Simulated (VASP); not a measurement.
Crystal: Ta2C.

```xyz
3
Lattice="3.1059 0.0000 0.0000 -1.5530 2.6898 0.0000 0.0000 0.0000 4.9464" Properties=species:S:1:pos:R:3 pbc="T T T"
Ta    0.0000    1.7932    1.2465
Ta    1.5530    0.8966    3.6999
C     0.0000    0.0000    0.0000
```

| Item | Value |
| --- | --- |
| Program | VASP 6.6.1 |
| Task | relaxation of cell and atoms |
| Functional | LDA |
| Potentials or basis | VASP PAW LDA potentials, release 64 (Ta_pv, C) |
| Cutoff | 600 eV |
| k mesh | 15 × 15 × 8 |
| Occupations | methfessel-paxton, width 0.1 eV |
| Spin | no spin polarisation |

At the start: pressure -7.1 GPa; volume 13.77 Å³/atom.

Q: How do energy, volume and symmetry change on relaxing?

A: Over 6 steps the energy falls by 8.0 meV/atom and the volume is 13.42 Å³/atom (-2.6 %); space group P-3m1 (No. 164, to 0.05 Å).

The path:
```
step  energy change (eV)  largest force (eV/Å)  pressure (GPa)  volume (Å³)
   1              0.0000                0.0291           -7.08        41.32
   2              0.1477                0.9509           22.55        37.79
   3             -0.0225                0.2049           -0.25        40.35
   4             -0.0225                0.2120           -0.03        40.32
   5             -0.0240                0.0530            0.04        40.23
   6             -0.0240                0.0002            0.05        40.25
```

Final structure:
```xyz
3
Lattice="3.0805 0.0000 0.0000 -1.5402 2.6678 0.0000 0.0000 0.0000 4.8978" Properties=species:S:1:pos:R:3 pbc="T T T"
Ta    0.0000    1.7785    1.2410
Ta    1.5402    0.8893    3.6569
C     0.0000    0.0000    0.0000
```
